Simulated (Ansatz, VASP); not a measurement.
**MgS: VASP beside Ansatz**

Contents of INCAR:

```
PREC     = Accurate       # precision mode
ENCUT    = 520            # plane-wave cutoff, eV
EDIFF    = 1E-6           # SCF threshold, eV
ISMEAR   = 0              # smearing method
SIGMA    = 0.05           # smearing width, eV
LREAL    = F              # projectors in reciprocal space
LASPH    = T              # aspherical terms in the spheres
NELM     = 100            # most SCF steps
ALGO     = Fast           # electronic algorithm
ISIF     = 2              # what is computed and relaxed
LWAVE    = F              # write WAVECAR
LCHARG   = T              # write CHGCAR
GGA      = PS             # functional
LELF     = T              # ELF
LVHAR    = T            
NBANDS   = 16             # bands
```

The input KPOINTS:

```
Automatic mesh
0
Gamma
  9 9 4
```

Contents of POSCAR:

```
MgS
1.0
    4.2592185069      0.0000000000      0.0000000000
   -2.1296092534      3.6885914272      0.0000000000
    0.0000000000      0.0000000000      5.7718076447
Mg S
2 2
Direct
    0.6666666667      0.3333333333      0.4957548500
    0.3333333333      0.6666666667      0.9957548500
    0.3333333333      0.6666666667      0.3792441500
    0.6666666667      0.3333333333      0.8792441500
```

Input for Ansatz:

```yaml
crystal:
  lattice:
    - [4.2592185069, 0.0, 0.0]
    - [-2.1296092534, 3.6885914272, 0.0]
    - [0.0, 0.0, 5.7718076447]
  atoms:
    - { symbol: Mg, position: [0.6666666667, 0.3333333333, 0.49575485] }
    - { symbol: Mg, position: [0.3333333333, 0.6666666667, 0.99575485] }
    - { symbol: S, position: [0.3333333333, 0.6666666667, 0.37924415] }
    - { symbol: S, position: [0.6666666667, 0.3333333333, 0.87924415] }
basis:
  ecutwfc: 420
kpoints:
  mp_grid: { grid: [9, 9, 4] }
hamiltonian:
  xc: pbesol
scf:
  occupations: { method: gaussian, width: 0.05 }
output:
  forces: true
  stress: true
  eigenvalues: true
```

Alike in both runs: task single point; functional PBEsol; k mesh 9 × 9 × 4; occupations gaussian, width 0.05 eV; no spin polarisation.

```csv
,VASP,Ansatz
version,VASP 6.6.1,Ansatz 0.2.0
potentials or method,"VASP PAW PBE potentials, release 64 (Mg, S)","scalar-relativistic, plane waves, PAW"
plane-wave cutoff (eV),520,420
valence electrons in the cell,16,32
```

Ansatz gave:

```
gap on the k mesh at the Fermi level (eV)       : 3.03
least direct gap on the mesh (eV)               : 3.03
pressure (GPa)                                  : 1.7
largest component of the traceless stress (GPa) : 12.58
rms of the force components (eV/Å)              : 1.098
```

What did VASP give for the same quantities?

gap on the k mesh at the Fermi level (eV): 3.03; least direct gap on the mesh (eV): 3.03; pressure (GPa): 1.6; largest component of the traceless stress (GPa): 12.67; rms of the force components (eV/Å): 1.105.

Atom by atom the forces differ by 0.007 eV/Å (rms over components). The two sets of potentials don't hold the same shells in valence.

Caveats: the PAW data sets were made with another functional, which shifts forces and pressure a little (VASP); an odd mesh through Γ misses points on the zone boundary, where band edges often lie. As with any semilocal functional, this PBEsol gap is likely too small.
